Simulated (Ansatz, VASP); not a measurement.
## Co: VASP beside Ansatz

```
Co
1.0
     0.00000    2.45922    2.45922
     2.45922    0.00000    2.45922
     2.45922    2.45922    0.00000
Co
2
Cartesian
  0.6148 0.6148 0.6148
  4.3036 4.3036 4.3036
```

Alike in both runs: task single point; functional LDA; k mesh 13 × 13 × 13; occupations fermi-dirac, width 0.1 eV; no spin polarisation.

|  | VASP | Ansatz |
| --- | --- | --- |
| version | VASP 6.6.1 | Ansatz 0.2.0 |
| potentials or method | VASP PAW LDA potentials, release 64 (Co) | plane waves (420 eV) with PAW, scalar-relativistic |
| plane-wave cutoff (eV) | 520 | 420 |
| valence electrons in the cell | 18 | 34 |

Ansatz gave:

- pressure (GPa): -10.7

**Question.** Estimate VASP's values.

**Answer.** Pressure (GPa): -11.6.

The two sets of potentials don't hold the same shells in valence. Ansatz warned: «pseudo_functional_mismatch».

Caveats: the run has no spin polarisation, though such a crystal can be magnetic. Spin polarisation is off, so any magnetic state and its effect on volume and gap are missing.
